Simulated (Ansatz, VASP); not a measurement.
**One calculation of HfN, two programs**

The input INCAR:

```
SYSTEM = HfN
PREC = Accurate ; ENCUT = 520
EDIFF = 1E-6 ; ISMEAR = -1
SIGMA = 0.03 ; LREAL = .FALSE.
LASPH = .TRUE. ; NELM = 80
ALGO = Normal ; ISIF = 2
LWAVE = .FALSE. ; LCHARG = .FALSE.
GGA = CA ; NBANDS = 14
```

The input KPOINTS:

```
regular mesh
0
G
  10 10 10
  0 0 0
```

Contents of POSCAR:

```
HfN
1.0
    0.0000000000      2.2590000000      2.2138200000
    2.2590000000      0.0000000000      2.2138200000
    2.2590000000      2.2590000000      0.0000000000
Hf N
1 1
Direct
    0.0000000000      0.0000000000      0.0000000000
    0.5000000000      0.5000000000      0.5000000000
```

Input for Ansatz:

```yaml
crystal:
  lattice:
    - [0.0, 2.259, 2.21382]
    - [2.259, 0.0, 2.21382]
    - [2.259, 2.259, 0.0]
  atoms:
    - { symbol: Hf, position: [0.0, 0.0, 0.0] }
    - { symbol: "N", position: [0.5, 0.5, 0.5] }
kpoints:
  mp_grid: { grid: [10, 10, 10] }
  band_path:
    path:
      - [0.0, 0.0, 0.0]
      - [0.0, 0.5, 0.5]
      - [0.25, 0.75, 0.5]
      - [0.0, 0.5, 0.0]
      - [0.0, 0.0, 0.0]
      - [0.5, 0.5, 0.0]
      - [0.3801541025, 0.6198458975, 0.0]
      - [-0.3801541025, 0.3801541025, 0.0]
      - [0.0, 0.0, 0.0]
    npoints: 5
scf:
  occupations: { method: fermi_dirac, width: 0.03 }
hamiltonian:
  xc: lda
  pseudopotentials: { kind: all_electron, lapw: { basis_error: 0.001 } }
output:
  forces: true
  stress: true
  eigenvalues: true
```

Change from the starting cell: zz strain of -2 %.

Alike in both runs: task single point; functional LDA; k mesh 10 × 10 × 10; occupations fermi-dirac, width 0.03 eV; no spin polarisation.

|  | VASP | Ansatz |
| --- | --- | --- |
| version | VASP 6.6.1 | Ansatz 0.2.0 |
| potentials or method | VASP PAW LDA potentials, release 64 (Hf_pv, N) | all-electron LAPW, scalar-relativistic |
| plane-wave cutoff (eV) | 520 | see its input |

Ansatz gave:

| Quantity | Value |
| --- | --- |
| pressure (GPa) | -3.5 |
| largest component of the traceless stress (GPa) | 6.56 |

Task: Which values does VASP return?

Result: Pressure (GPa): -4.8; largest component of the traceless stress (GPa): 6.44.

Ansatz ran all-electron here, so the differences hold the error of VASP's frozen core and of both bases.

The runs have no spin-orbit coupling, so splittings on Hf are missing.
